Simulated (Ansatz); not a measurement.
## Where the muon stops in SnO2

Aim: the sites at which an implanted muon comes to rest in SnO2, and what a muon-spin experiment would see there. The muon is a hydrogen atom in the runs.

Calculated with Ansatz 0.2.0; DFT, PBE, plane-wave PAW, PAW set soft_2, spin-polarised where the cell is neutral, scalar-relativistic.

## 1. The structure

The cell holds 25 atoms: 8 Sn, 16 O and 1 H. Cell: a = 6.373 Å, b = 7.420 Å, c = 7.420 Å, α = 79.4°, β = 64.6°, γ = 64.6°. It derives from SnO2 (Cassiterite). Nearest the centre at fractional (0.050, 0.145, 0.775): H25 at 0.00 Å, Sn6 at 1.79 Å, O12 at 1.82 Å, O22 at 1.86 Å, O15 at 1.87 Å, O11 at 1.93 Å, Sn4 at 2.58 Å, Sn3 at 2.66 Å. The cell carries charge +1.

## 2. Start at (0.050, 0.145, 0.775), cell charge +1

The muon is put into a void, 1.79 Å from the nearest atom. The cell has one electron fewer, as for a bare positive muon.

Contents of input.yaml:

```yaml
crystal:
  lattice:
    - [0.0, 0.0, -6.373]
    - [4.738, 4.738, -3.1865]
    - [4.738, -4.738, -3.1865]
  atoms:
    - { symbol: Sn, position: [0.0, 0.5, 0.0] }
    - { symbol: Sn, position: [0.5, 0.5, 0.0] }
    - { symbol: Sn, position: [0.0, 0.0, 0.5] }
    - { symbol: Sn, position: [0.5, 0.0, 0.5] }
    - { symbol: Sn, position: [0.5, 0.0, 0.0] }
    - { symbol: Sn, position: [0.0, 0.0, 0.0] }
    - { symbol: Sn, position: [0.5, 0.5, 0.5] }
    - { symbol: Sn, position: [0.0, 0.5, 0.5] }
    - { symbol: O, position: [0.84645, 0.5, 0.3071] }
    - { symbol: O, position: [0.34645, 0.5, 0.3071] }
    - { symbol: O, position: [0.84645, 0.0, 0.8071] }
    - { symbol: O, position: [0.34645, 0.0, 0.8071] }
    - { symbol: O, position: [0.15355, 0.6929, 0.0] }
    - { symbol: O, position: [0.65355, 0.6929, 0.0] }
    - { symbol: O, position: [0.15355, 0.1929, 0.5] }
    - { symbol: O, position: [0.65355, 0.1929, 0.5] }
    - { symbol: O, position: [0.15355, 0.5, 0.6929] }
    - { symbol: O, position: [0.65355, 0.5, 0.6929] }
    - { symbol: O, position: [0.15355, 0.0, 0.1929] }
    - { symbol: O, position: [0.65355, 0.0, 0.1929] }
    - { symbol: O, position: [0.34645, 0.3071, 0.0] }
    - { symbol: O, position: [0.84645, 0.3071, 0.0] }
    - { symbol: O, position: [0.34645, 0.8071, 0.5] }
    - { symbol: O, position: [0.84645, 0.8071, 0.5] }
    - { symbol: H, position: [0.05049, 0.1448, 0.77484] }
total_charge: 1
kpoints:
  mp_grid: { grid: [2, 2, 2] }
scf:
  lower_state_search: "off"
  occupations: { method: fermi_dirac, width: 0.02 }
hamiltonian:
  xc: pbe
output:
  efg: { contact_densities: true, quadrupole_moments_barn: { O: -0.02558 } }
  forces: true
# [... lines on directions and stored grids left out ...]
relax:
  f_tol: 0.03
  max_steps: 35
```

Command:

```console
$ ansatz run input.yaml --threads 2 --pin off --max-ram 5120MiB --backend cpu --events-out ev --progress --plain --runs-dir out
```

Numbers of over 12 decimals in the logs are rounded to 6 here.

Log:

```text
Sn: output.efg is read without spin–orbit coupling, which moves field gradients at and beside such atoms by some per cent and up to a factor of two; PAW files take it under magnetization.noncollinear and magnetization.spin_orbit
Engine: ansatz 0.2.0, aarch64-unknown-linux-gnu
Pseudopotentials: kind: paw
Pseudopotential: Sn, paw, valence charge 14, recommended cutoff 420 eV (normal), Sn.paw.azcp
Pseudopotential: O, paw, valence charge 6, recommended cutoff 420 eV (normal), O.paw.azcp
Pseudopotential: H, paw, valence charge 1, recommended cutoff 420 eV (normal), H.paw.azcp
Functional definition: PBE
  parameter kappa = 0.804
  parameter beta = 0.066725
  exchange = pbe_x(kappa = kappa, mu = beta*pi^2/3)
  correlation = pbe_c(beta = beta)
Crystal: 25 atoms, lattice volume = 286.130 Å³
Basis set: ecut = 420 eV, 5619 PW (Γ), exchange–correlation on 90×100×100 points (8 copies of the dense FFT grid, shifted against one another)
Bands: 129, of which v1, the nominal top of the filled ones, is band 104 counted from 1 (103 counted from 0)
Symmetry: 1 space group operations
Space group: P1 (ITA 1), of the structure as read, at distance tolerance 6.6e-5 Å
k-points: 8
Non-local potential: Sn, projectors of the file, l = 0: 2, l = 1: 2, l = 2: 2, l = 3: 2
Non-local potential: O, projectors of the file, l = 0: 2, l = 1: 2, l = 2: 1
Non-local potential: H, projectors of the file, l = 0: 2, l = 1: 1
PAW form: soft (Blöchl's): semilocal exchange-correlation on the pseudo side does not see the compensation charge
PAW one-centre angular grid: Sn, 590 points (default); XC on 64 Gauss nodes
PAW one-centre angular grid: O, 110 points (default); XC on 64 Gauss nodes
PAW one-centre angular grid: H, 110 points (default); XC on 64 Gauss nodes
Initial density: superposition of atomic densities (neutral atoms scaled as one to the charged cell's electrons: chi_scale 0, normalization atom), corrected by the library's trained network
Initial wavefunctions: pseudopotential atomic-orbital guess
Functional: x = pbe(κ = 0.804, μ = 0.219515), c = pbe(β = 0.066725)
SCF iter   1: F=—  HF=-57295.431432 eV  |F-HF|=—  |Δ(HF+E_count)|=         —  Δρ=1.56e-2  dr2=8.93e-1  ethr=1.77e-3  ⟨swp⟩=5.4  Hψ=3893  notcnv=0  defer=79
preconditioner: auto → Resta (q_TF=auto, 2.587 Å⁻¹)  ε∞=3.6  [insulator: Δε(μ)=1.007 eV  Ē_g=19.790 eV  σ=0.020 eV  W_gap=1.00  n_scr=86 (ndim 8)  ℏωp=31.7 eV  f_vac=0.023  D(μ)=0.00/eV (n_scr^D=0)  ε∞_Penn≈3.6]
SCF iter   2: F=—  HF=-57295.158121 eV  |F-HF|=—  |Δ(HF+E_count)|=   2.73e-1  Δρ=6.81e-3  dr2=1.50e-1  ethr=4.29e-4  ⟨swp⟩=3.9  Hψ=2121  notcnv=0  defer=131
SCF iter   3: F=—  HF=-57295.101759 eV  |F-HF|=—  |Δ(HF+E_count)|=   5.64e-2  Δρ=2.82e-3  dr2=2.74e-2  ethr=7.19e-5  ⟨swp⟩=3.4  Hψ=2024  notcnv=0  defer=131
[...]
--- Forces (eV/Å), atoms counted from 1 ---
  atom   1  Sn    -0.00464357     0.00516994    -0.00306589
  atom   2  Sn    -0.00496499     0.00520085     0.00307799
  atom   3  Sn     0.00574254     0.00083299    -0.00200228
  atom   4  Sn     0.00526384     0.00078380     0.00145294
  atom   5  Sn    -0.00608418    -0.00414221     0.00017205
  atom   6  Sn     0.00525550     0.00201625    -0.00012277
  atom   7  Sn     0.00698215     0.00433662    -0.00018808
  atom   8  Sn    -0.00737512     0.00358839    -0.00005952
[...]
atom  22  O      0.00067507    -0.00232555    -0.00002576
  atom  23  O     -0.00407629    -0.00186709     0.00043231
  atom  24  O     -0.00489117    -0.00534479     0.00005613
  atom  25  H      0.00520127    -0.00182421     0.00031378
  max |Σ_I F_I| component: 1.85e-5 eV/Å
--- PAW observables at the nuclei: V_zz in 10²¹ V/m², potentials from the cell's mean, atoms counted from 1 ---
[...]
atom  24  O  V_zz =    -9.779797   η = 0.1516   by run symmetry: allowed   C_q = +6.0490 MHz
            electrostatic potential = -627.123346 V   contact ρ = 2156.690648 e/Å³
  atom  25  H  V_zz =    +2.002610   η = 0.1336   by run symmetry: allowed
            electrostatic potential = -43.788821 V   contact ρ = 2.576464 e/Å³
--- Band table (eV; the first three rows and the last of 8) ---
  k-point 0: bands = [... 100 lower, 9.0125, 9.0305, 9.0848, 9.3743, 10.8201, 14.2549, 14.4668, 15.6090, ... 21 higher]
  k-point 1: bands = [... 100 lower, 8.8598, 8.9507, 8.9932, 9.1496, 12.8522, 12.9191, 14.6924, 14.8304, ... 21 higher]
  k-point 2: bands = [... 100 lower, 8.8513, 8.9375, 9.0216, 9.1993, 12.7359, 12.8530, 14.8577, 15.0000, ... 21 higher]
  k-point 7: bands = [... 100 lower, 8.9905, 9.0098, 9.0776, 9.1719, 13.7166, 13.7612, 14.6242, 14.7546, ... 21 higher]
--- Relaxed structure (9 steps of the walk, 9 accepted, 0 SCFs on fresh bases) ---
  F+E_penalty+E_count = -57298.45413713 eV   max|allowed force component| = 7.374e-3 eV/Å
  atoms:
    - { symbol: Sn, position: [0.00549186, 0.495223, -0.00592574] }
    - { symbol: Sn, position: [0.506029, 0.495227, -0.00592719] }
    - { symbol: Sn, position: [-0.00362209, -0.00789636, 0.509877] }
    - { symbol: Sn, position: [0.502462, -0.00789676, 0.509878] }
    - { symbol: Sn, position: [0.500205, -0.0040241, 0.00444036] }
    - { symbol: Sn, position: [-0.00410131, -0.010749, 0.019773] }
    - { symbol: Sn, position: [0.502986, 0.495398, 0.499452] }
    - { symbol: Sn, position: [0.00294068, 0.510178, 0.484763] }
    - { symbol: O, position: [0.864021, 0.466964, 0.301456] }
    - { symbol: O, position: [0.368373, 0.466981, 0.301457] }
    - { symbol: O, position: [0.859847, -0.027078, 0.814540] }
    - { symbol: O, position: [0.353531, -0.027098, 0.814537] }
    - { symbol: O, position: [0.142549, 0.687177, 0.028541] }
    - { symbol: O, position: [0.645127, 0.687540, 0.023035] }
    - { symbol: O, position: [0.117595, 0.201615, 0.564040] }
    - { symbol: O, position: [0.641507, 0.188941, 0.528858] }
[...]
- { symbol: O, position: [0.362227, 0.301981, -0.025623] }
    - { symbol: O, position: [0.877551, 0.293741, -0.048021] }
    - { symbol: O, position: [0.355722, 0.807271, 0.482114] }
    - { symbol: O, position: [0.861595, 0.806474, 0.471159] }
    - { symbol: H, position: [0.028167, 0.228844, 0.715681] }
[key lines of the parts left out:]
SCF converged after 4 iterations
Free energy (F): -57298.454137 eV
Fermi energy:    10.097194 eV
```

Run time: 91 s. Hardware: 2 threads of Arm Neoverse V2, shared host; peak memory 0.84 GiB; 3 min of CPU time.

Step by step:

| step | energy less that of the first step (eV) | largest force component (eV/Å) |
| --- | --- | --- |
| 1 | 0.0000 | 4.8854 |
| 2 | -1.2788 | 2.0969 |
| 3 | -2.2847 | 2.4896 |
| 4 | -3.0214 | 1.0157 |
| 5 | -3.2467 | 0.5547 |
| 6 | -3.3414 | 0.2849 |
| 7 | -3.3574 | 0.1526 |
| 8 | -3.3609 | 0.0070 |
| 9 | -3.3609 | 0.0074 |

The atoms that moved most (Å):

| atom | dx | dy | dz | length |
| --- | --- | --- | --- | --- |
| H25 | 0.118 | 0.678 | 0.063 | 0.692 |
| O15 | 0.345 | -0.262 | -0.003 | 0.433 |
| O22 | -0.291 | 0.164 | -0.003 | 0.334 |
| O10 | -0.183 | -0.130 | -0.017 | 0.225 |
| O9 | -0.183 | -0.130 | 0.011 | 0.225 |
| O16 | 0.118 | -0.155 | -0.003 | 0.195 |
| O13 | 0.108 | -0.162 | -0.003 | 0.195 |
| O19 | 0.181 | 0.061 | -0.035 | 0.195 |

The relaxed structure:

```
Sn O H
1.0
     0.00000    0.00000   -6.37300
     4.73800    4.73800   -3.18650
     4.73800   -4.73800   -3.18650
Sn O H
8 16 1
Direct
  0.00549 0.49522 0.99407
  0.50603 0.49523 0.99407
  0.99638 0.99210 0.50988
  0.50246 0.99210 0.50988
  0.50020 0.99598 0.00444
  0.99590 0.98925 0.01977
  0.50299 0.49540 0.49945
  0.00294 0.51018 0.48476
  0.86402 0.46696 0.30146
  0.36837 0.46698 0.30146
  0.85985 0.97292 0.81454
  0.35353 0.97290 0.81454
  0.14255 0.68718 0.02854
  0.64513 0.68754 0.02304
  0.11760 0.20161 0.56404
  0.64151 0.18894 0.52886
  0.14201 0.52238 0.68781
  0.64863 0.52237 0.68780
  0.13989 0.02561 0.20556
  0.62976 0.02562 0.20556
  0.36223 0.30198 0.97438
  0.87755 0.29374 0.95198
  0.35572 0.80727 0.48211
  0.86160 0.80647 0.47116
  0.02817 0.22884 0.71568
```

Nearest to the muon at the end: O 1.03 Å, O 1.64 Å, O 2.42 Å, O 2.42 Å, Sn 2.44 Å, O 2.52 Å. The second moment of the nuclear dipoles gives a zero-field width Δ of 0.037 μs⁻¹, carried by rare isotopes, so the decay isn't the Gaussian Kubo-Toyabe form.

## 3. Start at (0.050, 0.145, 0.775), neutral cell

The muon is put into a void, 1.79 Å from the nearest atom. The cell keeps the electron, as for muonium.

input.yaml: that of step 2 with these lines changed.

```diff
@@ -30,4 +30,5 @@
     - { symbol: O, position: [0.84645, 0.8071, 0.5] }
-    - { symbol: H, position: [0.05049, 0.1448, 0.77484] }
-total_charge: 1
+    - { symbol: H, position: [0.05049, 0.1448, 0.77484], spin: 0.8 }
+magnetization:
+  spin_polarized: true
 kpoints:
```

Log:

```text
[...]
Crystal: 25 atoms, lattice volume = 286.130 Å³
Basis set: ecut = 420 eV, 5619 PW (Γ), exchange–correlation on 90×100×100 points (8 copies of the dense FFT grid, shifted against one another)
Bands: 130, of which v1, the nominal top of the filled ones, is band 105 counted from 1 (104 counted from 0)
Symmetry: 1 space group operations
[...]
k-points: 8
[...]
Starting moments: Σ|m| = 0.8 μB on 1 of 25 sites
[...]
SCF iter   1: F=—  HF=-57288.132512 eV  |F-HF|=—  |Δ(HF+E_count)|=         —  Δρ=4.59e-2 (↑4.59e-2 ↓4.43e-2)  dr2=1.69e1  dr2_m=4.92e-2  M=0.750 μB ∫|m|=0.803 μB  β_m=0.30  ethr=3.10e-3  ⟨swp⟩=5.0  Hψ=7604  notcnv=0  defer=139
[...]
spin=Collinear: Resta preconditioning applied to the charge; magnetization (m = ρ↑ − ρ↓) channel mixes plain (no charge-response kernel on spin).
[...]
- { symbol: Sn, position: [0.501259, -0.00741958, 0.510838] }
    - { symbol: Sn, position: [0.499971, -0.00403442, 0.00490338] }
    - { symbol: Sn, position: [-0.00481492, -0.011388, 0.021835] }
    - { symbol: Sn, position: [0.503415, 0.495338, 0.498659] }
    - { symbol: Sn, position: [0.00435248, 0.510031, 0.482091] }
    - { symbol: O, position: [0.866586, 0.462461, 0.299623] }
    - { symbol: O, position: [0.372153, 0.462473, 0.299626] }
    - { symbol: O, position: [0.861531, -0.030830, 0.815684] }
    - { symbol: O, position: [0.354428, -0.030826, 0.815686] }
    - { symbol: O, position: [0.141283, 0.686281, 0.031984] }
    - { symbol: O, position: [0.643494, 0.687644, 0.026199] }
    - { symbol: O, position: [0.115066, 0.202716, 0.567986] }
    - { symbol: O, position: [0.638881, 0.189415, 0.533640] }
[...]
- { symbol: O, position: [0.365110, 0.301440, -0.030826] }
    - { symbol: O, position: [0.880369, 0.292746, -0.052652] }
    - { symbol: O, position: [0.357599, 0.806388, 0.479229] }
    - { symbol: O, position: [0.863852, 0.806995, 0.466126] }
    - { symbol: H, position: [0.023950, 0.232132, 0.720816] }
[key lines of the parts left out:]
SCF converged after 3 iterations
Magnetization: 0.0000 μB (104.5000 up, 104.5000 down)
Free energy (F): -57286.138615 eV
Fermi energy:    12.898867 eV
```

Wall time 5 min (2 threads); peak memory 1 GiB; 9.8 min of CPU time.

Relaxation path:

| step | energy less that of the first step (eV) | largest force component (eV/Å) |
| --- | --- | --- |
| 1 | 0.0000 | 2.2698 |
| 2 | -0.3704 | 0.7096 |
| 3 | -0.4787 | 0.2656 |
| 4 | -0.5208 | 0.2554 |
| 5 | -0.9865 | 3.2012 |
| 6 | -1.7838 | 4.0655 |
| 7 | -2.1156 | 1.3511 |
| 8 | -2.3189 | 0.6180 |
| 9 | -2.3982 | 0.1055 |
| 10 | -2.4006 | 0.1300 |
| 11 | -2.4105 | 0.0125 |
| 12 | -2.4105 | 0.0125 |

The atoms that moved most (Å):

| atom | dx | dy | dz | length |
| --- | --- | --- | --- | --- |
| H25 | 0.158 | 0.670 | 0.063 | 0.691 |
| O15 | 0.369 | -0.276 | -0.003 | 0.460 |
| O22 | -0.317 | 0.181 | -0.003 | 0.366 |
| O10 | -0.213 | -0.142 | -0.020 | 0.257 |
| O9 | -0.213 | -0.142 | 0.015 | 0.257 |
| O24 | -0.161 | 0.160 | -0.003 | 0.227 |
| O16 | 0.143 | -0.176 | -0.003 | 0.227 |
| O19 | 0.204 | 0.077 | -0.039 | 0.222 |

Final coordinates:

```xyz
25
Lattice="0.0000 0.0000 -6.3730 4.7380 4.7380 -3.1865 4.7380 -4.7380 -3.1865" Properties=species:S:1:pos:R:3 pbc="T T T"
Sn    2.3118    2.3795   -1.5936
Sn    2.3118    2.3795   -4.7848
Sn    2.3853   -2.4555   -1.5796
Sn    2.3852   -2.4555   -4.7987
Sn    0.0041   -0.0423   -3.1891
Sn    0.0495   -0.1574   -0.0026
Sn    4.7096   -0.0157   -6.3756
Sn    4.7007    0.1324   -3.1891
O     3.6108    0.7715   -7.9511
O     3.6108    0.7716   -4.8002
O     3.7186   -4.0108   -7.9915
O     3.7187   -4.0108   -4.7597
O     3.4031    3.1001   -3.1891
O     3.3822    3.1339   -6.3757
O     3.6516   -1.7306   -3.1892
O     3.4258   -1.6309   -6.3756
O     5.7455   -0.7649   -4.7572
O     5.7455   -0.7650   -7.9940
O     1.1183   -0.8373   -1.6324
O     1.1183   -0.8373   -4.7458
O     1.2822    1.5743   -3.1892
O     1.1376    1.6365   -6.3757
O     6.0913    1.5501   -6.3756
O     6.0320    1.6150   -9.5621
H     4.5151   -2.3154   -3.1892
```

Nearest to the muon at the end: O 1.04 Å, O 1.57 Å, O 2.44 Å, O 2.44 Å, Sn 2.45 Å, O 2.53 Å. The cell's moment is 0.00 μB: the start moment was lost and the run ended unpolarised, so it gives no muonium coupling; whether a polarised solution lies lower at this site wasn't tested.

## 4. Start at (0.759, 0.511, 0.456), cell charge +1

The muon is put 1.00 Å from its nearest atom, a rough guess at a bonding site. The cell has one electron fewer, as for a bare positive muon.

input.yaml: that of step 3 with these lines changed.

```diff
@@ -30,5 +30,4 @@
     - { symbol: O, position: [0.84645, 0.8071, 0.5] }
-    - { symbol: H, position: [0.05049, 0.1448, 0.77484], spin: 0.8 }
-magnetization:
-  spin_polarized: true
+    - { symbol: H, position: [0.75871, 0.51055, 0.45634] }
+total_charge: 1
 kpoints:
@@ -43,3 +42,2 @@
   forces: true
-# [... lines on directions and stored grids left out ...]
 relax:
```

Log:

```text
[...]
Crystal: 25 atoms, lattice volume = 286.130 Å³
Basis set: ecut = 420 eV, 5619 PW (Γ), exchange–correlation on 90×100×100 points (8 copies of the dense FFT grid, shifted against one another)
Bands: 129, of which v1, the nominal top of the filled ones, is band 104 counted from 1 (103 counted from 0)
Symmetry: 1 space group operations
[...]
k-points: 8
[...]
SCF iter   1: F=—  HF=-57293.796368 eV  |F-HF|=—  |Δ(HF+E_count)|=         —  Δρ=1.20e-2  dr2=4.04e-1  ethr=1.77e-3  ⟨swp⟩=6.0  Hψ=4485  notcnv=0  defer=43
[...]
SCF iter   7: F=-57293.622933 eV  HF=-57293.622932 eV  |F-HF|=3.86e-7  |Δ(HF+E_count)|=   8.11e-7  Δρ=3.92e-5  dr2=4.33e-6  ethr=1.08e-8  ⟨swp⟩=5.0  Hψ=3357  notcnv=0
SCF 1 converged in 7 iterations: F = -57293.622933 eV  dr2 = 4.33e-6
[...]
- { symbol: Sn, position: [0.487709, 0.00920315, 0.514749] }
    - { symbol: Sn, position: [0.503826, -0.016585, 0.00879289] }
    - { symbol: Sn, position: [0.00333951, -0.016585, 0.00879412] }
    - { symbol: Sn, position: [0.491057, 0.499307, 0.511877] }
    - { symbol: Sn, position: [-0.00286752, 0.499307, 0.511875] }
    - { symbol: O, position: [0.821706, 0.553518, 0.302440] }
    - { symbol: O, position: [0.332987, 0.518344, 0.315055] }
    - { symbol: O, position: [0.835148, 0.012552, 0.816526] }
    - { symbol: O, position: [0.332210, 0.018090, 0.816862] }
    - { symbol: O, position: [0.166881, 0.677185, -0.018282] }
    - { symbol: O, position: [0.673589, 0.677186, -0.018282] }
    - { symbol: O, position: [0.157937, 0.194957, 0.478435] }
    - { symbol: O, position: [0.668043, 0.194956, 0.478435] }
[...]
- { symbol: O, position: [0.337892, 0.290877, 0.037096] }
    - { symbol: O, position: [0.833508, 0.290877, 0.037097] }
    - { symbol: O, position: [0.335295, 0.803944, 0.531235] }
    - { symbol: O, position: [0.828896, 0.803946, 0.531236] }
    - { symbol: H, position: [0.759494, 0.705305, 0.275071] }
[key lines of the parts left out:]
SCF converged after 6 iterations
Free energy (F): -57298.454149 eV
Fermi energy:    10.096881 eV
```

The job ended after 1.9 min (2 threads; peak memory 0.83 GiB).

The steps of the relaxation:

| step | energy less that of the first step (eV) | largest force component (eV/Å) |
| --- | --- | --- |
| 1 | 0.0000 | 9.2620 |
| 2 | -1.4345 | 1.1485 |
| 3 | -1.6094 | 1.0734 |
| 4 | -1.9369 | 2.1072 |
| 5 | -2.3244 | 2.4483 |
| 6 | -2.8115 | 2.2538 |
| 7 | -3.3756 | 1.9418 |
| 8 | -3.8929 | 1.6028 |
| 9 | -4.2522 | 1.0645 |
| 10 | -4.5205 | 0.6652 |
| 11 | -4.7218 | 0.5111 |
| 12 | -4.8245 | 0.1437 |
| 13 | -4.8309 | 0.0419 |
| 14 | -4.8312 | 0.0197 |

The atoms that moved most (Å):

| atom | dx | dy | dz | length |
| --- | --- | --- | --- | --- |
| H25 | 0.064 | 1.782 | -0.048 | 1.783 |
| O20 | -0.195 | -0.360 | 0.002 | 0.409 |
| O9 | 0.231 | 0.276 | 0.002 | 0.360 |
| O22 | 0.099 | -0.253 | 0.016 | 0.272 |
| O21 | 0.099 | -0.253 | -0.012 | 0.272 |
| O17 | -0.164 | -0.208 | 0.002 | 0.265 |
| O19 | -0.129 | -0.215 | 0.002 | 0.251 |
| O24 | 0.133 | -0.163 | 0.022 | 0.212 |

Nearest to the muon at the end: O 1.03 Å, O 1.64 Å, O 2.42 Å, O 2.42 Å, Sn 2.44 Å, O 2.52 Å. The second moment of the nuclear dipoles gives a zero-field width Δ of 0.037 μs⁻¹, carried by rare isotopes, so the decay isn't the Gaussian Kubo-Toyabe form.

[end of part 1 of 2]

[Logs are printed without paths, hosts, clocks, repeated set-up lines and the standing remarks that a program may print on its own settings, such as how far it seeks lower states.]

[Hosts, paths, dates, database ids (printed as entryN), source tags and the programs' standing remarks are cut or masked in the printed files.]
